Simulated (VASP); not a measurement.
Crystal: Cd.

```
Cd
1.0
     2.95847    0.00000    0.00000
    -1.47924    2.56211    0.00000
     0.00000    0.00000    5.88593
Cd
2
Direct
  0.33333 0.66667 0.25000
  0.66667 0.33333 0.75000
```

* Program: VASP 6.6.1
* Task: relaxation of cell and atoms
* Functional: PBEsol
* Potentials or basis: VASP PAW PBE potentials, release 64 (Cd)
* Cutoff: 600 eV
* k mesh: 6 × 6 × 4
* Occupations: gaussian, width 0.1 eV
* Spin: no spin polarisation

At the start: pressure -1.4 GPa; volume 22.31 Å³/atom.

Task: Where does the relaxation end?

Result: Over 14 steps the energy falls by 18.7 meV/atom and the volume is 22.03 Å³/atom (-1.2 %); space group P6_3/mmc (No. 194, to 0.05 Å).

The path:
| step | energy change (eV) | largest force (eV/Å) | pressure (GPa) | volume (Å³) |
| --- | --- | --- | --- | --- |
| 1 | 0.0000 | 0.0000 | -1.43 | 44.62 |
| 2 | -0.0185 | 0.0000 | -0.09 | 43.34 |
| 3 | 0.0709 | 0.0000 | 8.75 | 39.76 |
| 4 | -0.0226 | 0.0000 | 0.78 | 42.81 |
| 5 | -0.0231 | 0.0000 | 1.24 | 42.56 |
| 6 | -0.0273 | 0.0000 | 2.14 | 42.46 |
| 7 | -0.0275 | 0.0000 | 1.96 | 42.48 |
| 8 | -0.0358 | 0.0000 | 0.71 | 43.43 |
| 9 | -0.0373 | 0.0000 | -0.11 | 44.13 |
| 10 | -0.0373 | 0.0000 | -0.06 | 44.07 |
| 11 | -0.0373 | 0.0000 | -0.02 | 44.04 |
| 12 | -0.0373 | 0.0000 | 0.02 | 44.04 |
| 13 | -0.0373 | 0.0000 | 0.03 | 44.04 |
| 14 | -0.0373 | 0.0000 | 0.01 | 44.06 |

Final structure:
```
Cd
1.0
     2.88642    0.00000    0.00000
    -1.44321    2.49972    0.00000
     0.00000    0.00000    6.10643
Cd
2
Direct
  0.33333 0.66667 0.25000
  0.66667 0.33333 0.75000
```

Caveat: the k mesh is coarse (spacing up to 0.41 Å⁻¹), so the values aren't converged; the PAW data sets were made with another functional, which shifts forces and pressure a little.
